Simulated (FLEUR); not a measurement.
# Rh: equation of state with r2SCAN

Crystal: Rh.

```
Rh
1.0
     2.73098    0.00000    0.00000
    -1.36549    2.36510    0.00000
     0.00000    0.00000    4.42849
Rh
2
Cartesian
  0.0000 1.5767 1.1071
  1.3655 0.7884 3.3214
```

This isn't the form of Rh at room conditions, which is fcc.

```
Program             : FLEUR MaX-R8.1 (later development tree)
Task                : equation of state
Functional          : r2SCAN
Potentials or basis : all-electron
Basis               : FLAPW
Kmax                : 4.24 1/bohr
k mesh              : 11 × 11 × 6
Occupations         : fermi-dirac, width 0.05 eV
Spin                : no spin polarisation
```

```yaml
Equilibrium_volume: 13.78 Å³/atom
Bulk_modulus_at_fixed_shape_and_positions: 281 GPa
```

Energy against volume, from the lowest point:
| volume (Å³/atom) | energy (meV/atom) |
| --- | --- |
| 13.444 | 7.34 |
| 13.730 | 0.00 |
| 14.302 | 16.04 |
| 14.874 | 64.91 |
| 15.160 | 99.19 |

Caveat: the meta-GGA is that of a development version, with a GGA for the radial functions and cores and without core tails; the cell was scaled at fixed shape and fractional positions, which overstates the stiffness of a crystal with free parameters, most of all of layers and chains.
